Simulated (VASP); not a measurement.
A run of VASP 6.6.1 is set up as follows.

The input INCAR:

```
PREC = Accurate
ENCUT = 520
EDIFF = 1E-7
ISMEAR = 0
SIGMA = 0.1
LREAL = False
LASPH = True
NELM = 100
ALGO = Normal
ISIF = 2
LWAVE = False
LCHARG = False
GGA = PE
NBANDS = 8
```

File KPOINTS:

```
regular mesh
0
Gamma
  28 28 28
```

The input POSCAR:

```
B
1.0
    1.8848708665      0.0000000000      0.0000000000
    0.0000000000      1.8848708665      0.0000000000
    0.0000000000      0.0000000000      1.8848708665
B
1
Direct
    0.5000000000      0.5000000000      0.5000000000
```

Potentials or basis: VASP PAW PBE potentials, release 64 (B).

Run with:

```sh
$ cat potpaw_PBE.64/B/POTCAR > POTCAR
$ mpirun -np 1 vasp_std > vasp.out
```

Task: What does it give for the band gap on the k mesh?

Result: None (metal or under the smearing width).

Task: Predict the pressure.

Result: 0.1 GPa.
